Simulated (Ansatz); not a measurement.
Predict the output of the script below (Ansatz's Python interface).

The script, `alas_eps.py`:
```python
'''High-frequency dielectric tensor and Born charges of AlAs.'''

import warnings

import ansatz as az
import numpy as np
from pymatgen.core import Lattice, Structure
from pymatgen.io.ase import AseAtomsAdaptor

warnings.simplefilter('ignore', az.DeckWarning)

pmg_structure = Structure(
    Lattice([(0.0, 2.8304, 2.8304), (2.8304, 0.0, 2.8304), (2.8304, 2.8304, 0.0)]),
    ['Al', 'As'],
    [
        (0.0, 0.0, 0.0),
        (0.25, 0.25, 0.25),
    ],
)
xtal = az.Crystal.from_ase(AseAtomsAdaptor.get_atoms(pmg_structure))

# an insulator: whole occupations
job = xtal.calculation().functional('pbesol').kpoints(6, 6, 6).occupations('fixed').dielectric()
result = job.run(threads=1, backend='cpu')
response = result.dielectric
eps = np.asarray(response.eps_inf)

print('eps_inf')
print(np.round(eps, 3) + 0.0)
for index, (site, z) in enumerate(zip(result.lattice.sites, response.zstar_e)):
    print('Born charge tensor of', site.symbol, index)
    print(np.round(z, 3) + 0.0)
print(f'charge neutrality missed by {response.zstar_sum_residual_pre_e:.4f} e before the sum rule')
```

```console
$ python alas_eps.py
eps_inf
[[9.473 0.    0.   ]
 [0.    9.473 0.   ]
 [0.    0.    9.473]]
Born charge tensor of Al 0
[[2.151 0.    0.   ]
 [0.    2.151 0.   ]
 [0.    0.    2.151]]
Born charge tensor of As 1
[[-2.151  0.     0.   ]
 [ 0.    -2.151  0.   ]
 [ 0.     0.    -2.151]]
charge neutrality missed by 0.0001 e before the sum rule
```

Notes:
- The Fermi level of a run with fixed occupations marks the highest occupied state on its mesh, not mid-gap.
- The structure is a deposited one; some such entries were measured under pressure or heat, so a shift against it needn't be the functional's error alone.
- This is the electronic (clamped-ion) response; a semilocal gap that is too small tends to raise it. The typed mesh is that of the SCF; the response is solved on denser meshes that the run picks.
- The whole script took 39 s on 1 thread of Intel(R) Xeon(R) Platinum 8259CL CPU @ 2.50GHz (Skylake/Cascade Lake) (shared host), peak memory 0.59 GiB.
